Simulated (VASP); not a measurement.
Here is a VASP 6.6.1 calculation.

File INCAR:

```
SYSTEM = GaS
PREC = Accurate
ENCUT = 600
EDIFF = 1E-6
ISMEAR = 0
SIGMA = 0.02
LREAL = .FALSE.
LASPH = .TRUE.
NELM = 100
ALGO = Fast
ISIF = 3
LWAVE = .FALSE.
LCHARG = .FALSE.
GGA = PE
IBRION = 2
NSW = 100
EDIFFG = -0.01
```

Contents of KPOINTS:

```
regular mesh
0
G
  9 9 2
  0 0 0
```

The input POSCAR:

```
GaS
1.0
    3.5932474100      0.0000000000      0.0000000000
   -1.7966237100      3.1118435900      0.0000000000
    0.0000000000      0.0000000000     16.0146560700
Ga S
4 4
Direct
    0.3333333400      0.6666666900      0.3264495700
    0.6666666900      0.3333333400      0.8264495700
    0.6666666900      0.3333333400      0.6735504300
    0.3333333400      0.6666666900      0.1735504300
    0.3333333400      0.6666666900      0.8931489000
    0.6666666900      0.3333333400      0.3931489000
    0.6666666900      0.3333333400      0.1068511000
    0.3333333400      0.6666666900      0.6068511000
```

Potentials or basis: VASP PAW PBE potentials, release 64 (Ga_d, S).

Launch:

```sh
$ cat potpaw_PBE.64/Ga_d/POTCAR potpaw_PBE.64/S/POTCAR > POTCAR
$ mpirun -np 1 vasp_std > vasp.out
```

What does it give for the band gap on the k mesh?

1.99 eV, indirect (least direct gap 2.01 eV).

Estimate the relaxed cell.

a = 3.626 Å, b = 3.626 Å, c = 17.369 Å, α = 90.00°, β = 90.00°, γ = 120.00°.

Estimate the relaxed volume.

24.73 Å³/atom.

Forces in eV/Å, atoms in the order of the input:
```
Ga   0.000  0.000  0.005
Ga   0.000  0.000  0.005
Ga   0.000  0.000 -0.005
Ga   0.000  0.000 -0.005
S    0.000  0.000 -0.003
S    0.000  0.000 -0.003
S    0.000  0.000  0.003
S    0.000  0.000  0.003
```

Caveat: an odd mesh through Γ misses points on the zone boundary, where band edges often lie; this functional lacks dispersion, which binds the layers, so the pressure and a relaxed spacing across them are unreliable.
